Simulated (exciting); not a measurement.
# SbPt (P6_3/mmc) in exciting: optical spectrum with LDA-vBH

Aim: the optical spectrum of SbPt with LDA-vBH.

All numbers are computed with exciting (release sodium); they aren't measurements. Logs are shortened: lines on timing, memory, paths and dates and some standing lists are left out, and cuts for length are marked.

### 1 The structure

The structure is hexagonal, space group P6_3/mmc (No. 194). Conventional cell: a = 4.120 Å, b = 4.120 Å, c = 5.470 Å, α = 90.00°, β = 90.00°, γ = 120.00°. Pt (site symmetry -3m) is surrounded by 2 Pt at 2.73 Å and 6 Sb at 2.74 Å. Sb (site symmetry -6m2) is surrounded by 6 Pt at 2.74 Å.

### 2 Optical spectrum, LDA-vBH

File run_exciting.py:

```python
import subprocess
import xml.etree.ElementTree as ET
from ase.io import read
from ase.units import Bohr

atoms = read("SbPt.xyz")
rmt = {'Pt': 2.3, 'Sb': 2.3}  # bohr
tasks = """
<groundstate do="fromscratch" ngridk="4 4 3" rgkmax="8" gmaxvr="14" lmaxapw="10" lmaxmat="10" lmaxvr="8" xctype="LDA_vBH" stype="Methfessel-Paxton 2" swidth="0.00183747" nempty="48" ValenceRelativity="iora*" epsengy="1e-05" epspot="1e-05" maxscl="60" outputlevel="normal" vkloff="0 0 0.5"/>
<properties>
  <momentummatrix/>
  <dielmat intraband="false" scissor="0.018375" wmax="0.5" wgrid="200" swidth="0.01" tevout="true">
    <epscomp>1 1</epscomp>
    <epscomp>2 2</epscomp>
    <epscomp>3 3</epscomp>
  </dielmat>
</properties>
"""

root = ET.Element("input")
ET.SubElement(root, "title").text = "SbPt"
structure = ET.SubElement(root, "structure", speciespath="./", tshift="false")
crystal = ET.SubElement(structure, "crystal", scale="1.0")
for vector in atoms.cell / Bohr:
    ET.SubElement(crystal, "basevect").text = " ".join(f"{x:.12f}" for x in vector)
symbols = atoms.get_chemical_symbols()
for element in dict.fromkeys(symbols):
    species = ET.SubElement(structure, "species", speciesfile=element + ".xml", rmt=str(rmt[element]))
    for symbol, position in zip(symbols, atoms.get_scaled_positions(wrap=False)):
        if symbol == element:
            ET.SubElement(species, "atom", coord=" ".join(f"{x:.12f}" for x in position))
root.extend(ET.fromstring("<tasks>" + tasks + "</tasks>"))
ET.indent(root)
ET.ElementTree(root).write("input.xml")
subprocess.run(["exciting_smp"], check=True)
```

File SbPt.xyz:

```xyz
4
Lattice="4.1200000000 0.0000000000 0.0000000000 -2.0600000000 3.5680246636 0.0000000000 0.0000000000 0.0000000000 5.4700000000" Properties=species:S:1:pos:R:3 pbc="T T T"
Pt     0.0000000000      0.0000000000      2.7350000000
Pt     0.0000000000      0.0000000000      0.0000000000
Sb     2.0600000002      1.1893415544      4.1025000000
Sb    -0.0000000002      2.3786831092      1.3675000000
```

Potentials or basis: all-electron LAPW+lo, shipped species files, valence relativity iora*.

The run is started by

```bash
$ OMP_NUM_THREADS=1 python run_exciting.py
```

Log:

```text
================================================================================
EXCITING SODIUM started
[... 10 lines left out ...]

 Lattice vectors (cartesian) :
      7.7856716384      0.0000000000      0.0000000000
     -3.8928358192      6.7425894244      0.0000000000
      0.0000000000      0.0000000000     10.3368019083

 Reciprocal lattice vectors (cartesian) :
      0.8070190472      0.4659326641     -0.0000000000
      0.0000000000      0.9318653282      0.0000000000
      0.0000000000     -0.0000000000      0.6078461562

 Unit cell volume                           :     542.6364864803
 Brillouin zone volume                      :       0.4571204105

 Species :    1 (Pt)
     parameters loaded from                 :    Pt.xml
     name                                   :    platinum
     nuclear charge                         :     -78.00000000
     electronic charge                      :      78.00000000
     atomic mass                            :  355605.43990000
     muffin-tin radius                      :       2.30000000
     # of radial points in muffin-tin       :     450

     atomic positions (lattice) :
       1 :   0.00000000  0.00000000  0.50000000
       2 :   0.00000000  0.00000000  0.00000000

 Species :    2 (Sb)
     parameters loaded from                 :    Sb.xml
     name                                   :    antimony
     nuclear charge                         :     -51.00000000
     electronic charge                      :      51.00000000
     atomic mass                            :  221954.90190000
     muffin-tin radius                      :       2.30000000
     # of radial points in muffin-tin       :     400

     atomic positions (lattice) :
       1 :   0.66666667  0.33333333  0.75000000
       2 :   0.33333333  0.66666667  0.25000000

 Total number of atoms per unit cell        :       4

 Spin treatment                             :    spin-unpolarised

 Number of Bravais lattice symmetries       :      24
 Number of crystal symmetries               :      24

 k-point grid                               :       4    4    3
 k-point offset :       0.000000  0.000000  0.500000
 Total number of k-points                   :       8
 k-point set is reduced with crystal symmetries

 R^MT_min * |G+k|_max (rgkmax)              :       8.00000000
 Species with R^MT_min                      :       1 (Pt)
 Maximum |G+k| for APW functions            :       3.47826087
 Maximum |G| for potential and density      :      14.00000000

 G-vector grid sizes                        :      36    36    48
 Total number of G-vectors                  :   25085

 Maximum angular momentum used for
     APW functions                          :      10
     computing H and O matrix elements      :      10
     potential and density                  :       8
     inner part of muffin-tin               :       2

 Total nuclear charge                       :    -258.00000000
 Total electronic charge                    :     258.00000000
 Total core charge                          :     168.00000000
 Total valence charge                       :      90.00000000

 Number of empty states                     :      48
 Total number of valence states             :      94

 Maximum Hamiltonian size                   :     469
 Maximum number of plane-waves              :     389
 Total number of local-orbitals             :      80

 Exchange-correlation type                  :       5
     von Barth-Hedin, J. Phys. C 5, 1629 (1972)

 Smearing scheme                            :    Methfessel-Paxton order 2, Phys. Rev. B 40, 3616 (1989)
 Smearing width                             :       0.00183747

 Using multisecant Broyden potential mixing
[... 6 lines left out ...]
* Groundstate module started                                                   *
********************************************************************************
 Output level for this task is set to normal

++++++++++++++++++++++++++++++++++++++++++++++++++++++++++++++++++++++++++++++++
[... 5 lines left out ...]
+ SCF iteration number :    1                                                  +
++++++++++++++++++++++++++++++++++++++++++++++++++++++++++++++++++++++++++++++++
 Total energy                               :    -49788.09684201
 _______________________________________________________________
 Fermi energy                               :         0.38905931
 Kinetic energy                             :     55881.80999662
 Coulomb energy                             :   -104641.98178383
 Exchange energy                            :      -997.69484598
 Correlation energy                         :       -30.23020882

 DOS at Fermi energy (states/Ha/cell)       :       278.80334168

 Electron charges :
     core                                   :       168.00000000
     core leakage                           :         0.01235249
     valence                                :        90.00000000
     interstitial                           :        10.27664534
     charge in muffin-tin spheres :
                  atom     1    Pt          :        75.66288955
                  atom     2    Pt          :        75.66288955
                  atom     3    Sb          :        48.19878778
                  atom     4    Sb          :        48.19878778
     total charge in muffin-tins            :       247.72335466
     total charge                           :       258.00000000

++++++++++++++++++++++++++++++++++++++++++++++++++++++++++++++++++++++++++++++++
+ SCF iteration number :    2                                                  +
++++++++++++++++++++++++++++++++++++++++++++++++++++++++++++++++++++++++++++++++
 Total energy                               :    -49824.15423496
 _______________________________________________________________
 Fermi energy                               :         0.37346373
 Kinetic energy                             :     55858.55445042
 Coulomb energy                             :   -104654.15988003
 Exchange energy                            :      -998.30341975
 Correlation energy                         :       -30.24538559

 DOS at Fermi energy (states/Ha/cell)       :       216.04240080

 Electron charges :
     core                                   :       168.00000000
     core leakage                           :         0.01211917
     valence                                :        90.00000000
     interstitial                           :         9.93282013
     charge in muffin-tin spheres :
                  atom     1    Pt          :        75.90273195
                  atom     2    Pt          :        75.90273195
                  atom     3    Sb          :        48.13085798
                  atom     4    Sb          :        48.13085798
     total charge in muffin-tins            :       248.06717987
     total charge                           :       258.00000000
[... 455 lines left out ...]
++++++++++++++++++++++++++++++++++++++++++++++++++++++++++++++++++++++++++++++++
+ SCF iteration number :   18                                                  +
++++++++++++++++++++++++++++++++++++++++++++++++++++++++++++++++++++++++++++++++
 Total energy                               :    -49833.40934274
 _______________________________________________________________
 Fermi energy                               :         0.35405332
 Kinetic energy                             :     55850.97320486
 Coulomb energy                             :   -104655.75030076
 Exchange energy                            :      -998.38458943
 Correlation energy                         :       -30.24765741

 DOS at Fermi energy (states/Ha/cell)       :       254.13249171

 Electron charges :
     core                                   :       168.00000000
     core leakage                           :         0.01193937
     valence                                :        90.00000000
     interstitial                           :         9.88004554
     charge in muffin-tin spheres :
                  atom     1    Pt          :        75.88430338
                  atom     2    Pt          :        75.88430338
                  atom     3    Sb          :        48.17567385
                  atom     4    Sb          :        48.17567385
     total charge in muffin-tins            :       248.11995446
     total charge                           :       258.00000000

 RMS change in effective potential (target) :  0.109056E-07  ( 0.100000E-04)
 Absolute change in total energy   (target) :  0.724279E-05  ( 0.100000E-04)
 Charge distance                   (target) :  0.660471E-09  ( 0.100000E-04)

++++++++++++++++++++++++++++++++++++++++++++++++++++++++++++++++++++++++++++++++
| Convergency criteria checked for the last 2 iterations                       +
| Convergence targets achieved. Performing final SCF iteration                 +
++++++++++++++++++++++++++++++++++++++++++++++++++++++++++++++++++++++++++++++++
 Total energy                               :    -49833.40933660
 _______________________________________________________________
 Fermi energy                               :         0.35405332
 Kinetic energy                             :     55850.97320820
 Coulomb energy                             :   -104655.75029811
 Exchange energy                            :      -998.38458929
 Correlation energy                         :       -30.24765740

 DOS at Fermi energy (states/Ha/cell)       :       254.13244560

 Electron charges :
     core                                   :       168.00000000
     core leakage                           :         0.01193937
     valence                                :        90.00000000
     interstitial                           :         9.88004563
     charge in muffin-tin spheres :
                  atom     1    Pt          :        75.88430332
                  atom     2    Pt          :        75.88430332
                  atom     3    Sb          :        48.17567387
                  atom     4    Sb          :        48.17567387
     total charge in muffin-tins            :       248.11995437
     total charge                           :       258.00000000

++++++++++++++++++++++++++++++++++++++++++++++++++++++++++++++++++++++++++++++++
[... 7 lines left out ...]

--------------------------------------------------------------------------------
- CAUTION! Warnings have been written in file WARNING.OUT !                    -
--------------------------------------------------------------------------------
================================================================================
| EXCITING SODIUM stopped                                                      =
================================================================================
```

It took 94 s on 1 thread of Intel Xeon Platinum 8375C at 2.90GHz (Ice Lake), shared host; peak memory 0.48 GiB.

What came out:

| Quantity | Value |
| --- | --- |
| All electrons inside the program's atomic spheres | Pt 75.88; Sb 48.18 (radii Pt 2.3, Sb 2.3 bohr) |

Dielectric function (mean over the directions given):
| energy (eV) | real part | imaginary part |
| --- | --- | --- |
| 0.27 | 62.71 | 6.37 |
| 0.61 | 71.25 | 23.63 |
| 0.95 | 49.66 | 69.94 |
| 1.29 | 12.78 | 44.96 |
| 1.63 | 9.92 | 40.84 |
| 1.97 | -1.98 | 42.21 |
| 2.31 | -12.38 | 28.38 |
| 2.65 | -7.95 | 16.05 |
| 2.99 | -6.36 | 12.10 |
| 3.33 | -1.94 | 9.32 |
| 3.67 | 0.55 | 8.74 |
| 4.01 | 2.14 | 10.34 |
| 4.35 | 0.19 | 11.48 |
| 4.69 | 0.53 | 9.91 |
| 5.03 | 0.00 | 10.60 |
| 5.37 | -1.73 | 11.48 |
| 5.71 | -3.60 | 8.48 |
| 6.05 | -2.13 | 7.05 |
| 6.39 | -2.27 | 6.17 |
| 6.73 | -1.46 | 5.63 |
| 7.08 | -0.70 | 5.87 |
| 7.42 | -1.36 | 6.29 |
| 7.76 | -1.89 | 5.75 |
| 8.10 | -1.87 | 4.73 |
| 8.44 | -1.62 | 4.73 |
| 8.78 | -1.48 | 4.25 |
| 9.12 | -1.39 | 4.51 |
| 9.46 | -1.93 | 4.34 |
| 9.80 | -2.13 | 3.40 |
| 10.14 | -1.63 | 3.03 |
| 10.48 | -1.76 | 2.93 |
| 10.82 | -1.41 | 2.37 |
| 11.16 | -1.19 | 2.40 |
| 11.50 | -1.04 | 2.13 |
| 11.84 | -0.80 | 2.10 |
| 12.18 | -0.65 | 2.03 |
| 12.52 | -0.62 | 2.19 |
| 12.86 | -0.72 | 2.00 |
| 13.20 | -0.69 | 1.81 |
| 13.54 | -0.32 | 1.67 |

Caveat: the k mesh is coarse (spacing up to 0.44 Å⁻¹), so the values aren't converged; the intraband (Drude) term of the metal is left out; the scissor shift is a trial value, not fitted to this crystal; spectra need much finer meshes, so this one isn't converged; independent-particle spectra lack excitons. The run has no spin-orbit coupling, so splittings on Pt, Sb are missing.
